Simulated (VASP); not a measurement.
Write the native input for VASP 6.6.1 that does the following.

```yaml
Task: relaxation of cell and atoms
Functional: AM05
Potentials_or_basis: VASP PAW PBE potentials, release 64 (Co, O)
Cutoff: 600 eV
k_mesh: 8 × 8 × 7
Occupations: fermi-dirac, width 0.05 eV
Spin: collinear spin, ferromagnetic start
Starting_moments: "[2.0, 0.0] μB"
Further_INCAR_settings: ALGO = Normal; EDIFF = 1e-06; IBRION = 2; EDIFFG = -0.02; NSW = 60; ISIF = 3
```

The structure of CoO lies in POSCAR:

```
CoO
1.0
    2.8284500000      0.0000000000      0.0000000000
   -1.4142300000      2.4495100000      0.0000000000
    0.0000000000      0.0000000000      2.7217200000
Co O
1 1
Direct
    0.0000000000      0.0000000000      0.5000000000
    0.6666700000      0.3333300000      0.0000000000
```

The cell was built by a generator and needn't be a form met in nature.

The input as run:

INCAR

```
PREC = Accurate
ENCUT = 600
EDIFF = 1E-6
ISMEAR = -1
SIGMA = 0.05
LREAL = F
LASPH = T
NELM = 150
ALGO = Normal
ISIF = 3
LWAVE = F
LCHARG = F
ISPIN = 2
MAGMOM = 2 0
LORBIT = 11
LMAXMIX = 4
GGA = AM
IBRION = 2
NSW = 60
EDIFFG = -0.02
```

KPOINTS

```
regular mesh
0
Gamma
  8 8 7
```

Potentials or basis: VASP PAW PBE potentials, release 64 (Co, O).

Command:

```sh
$ cat potpaw_PBE.64/Co/POTCAR potpaw_PBE.64/O/POTCAR > POTCAR
$ mpirun -np 1 vasp_std > vasp.out
```

It gave:

```json
{"Relaxed volume": "8.91 Å³/atom", "Relaxed cell": "a = 2.768 Å, b = 2.768 Å, c = 2.684 Å, α = 90.00°, β = 90.00°, γ = 120.00°", "Space group after relaxing (to 0.05 Å)": "P-6m2 (No. 187)", "Energy gained by relaxing": "17.6 meV/atom", "Ionic steps": "6", "Pressure after relaxing": "0.3 GPa", "Band gap on the k mesh": "none (metal or under the smearing width)", "Net moment": "3.00 μB per cell", "Site moments": "Co +2.51; O +0.44 μB", "Valence electrons inside the program's atomic spheres": "Co 7.97; O 4.96"}
```

Caveat: the PAW data sets were made with another functional, which shifts forces and pressure a little; a cell with one magnetic atom can't hold antiferromagnetic order, which such compounds often take; semilocal functionals often make such compounds metallic where correlation or magnetic order opens a gap, which also shifts bond lengths.

Run time: 110 s on 1 thread of Intel(R) Xeon(R) Platinum 8488C (Sapphire Rapids) (shared host), peak memory 0.19 GiB.
